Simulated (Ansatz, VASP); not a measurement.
**Te2Mo in VASP and in Ansatz**

```
Te Mo
1.0
     3.56023    0.00000    0.00000
    -1.78012    3.08325    0.00000
     0.00000    0.00000   17.52406
Te Mo
2 1
Direct
  0.33333 0.66667 0.89786
  0.33333 0.66667 0.10214
  0.00000 0.00000 0.00000
```

Alike in both runs: task single point; functional LDA; k mesh 7 × 7 × 2; occupations gaussian, width 0.1 eV; no spin polarisation.

|  | VASP | Ansatz |
| --- | --- | --- |
| version | VASP 6.6.1 | Ansatz 0.2.0 |
| potentials or method | VASP PAW LDA potentials, release 64 (Te, Mo_sv) | plane waves, PAW |
| plane-wave cutoff (eV) | 520 | 517 |
| valence electrons in the cell | 26 | 46 |

|  | VASP | Ansatz | Ansatz less VASP |
| --- | --- | --- | --- |
| rms of the force components (eV/Å) | 0.175 | 0.200 | +0.0250 |

Atom by atom the forces differ by 0.025 eV/Å (rms over components). The two sets of potentials don't hold the same shells in valence.
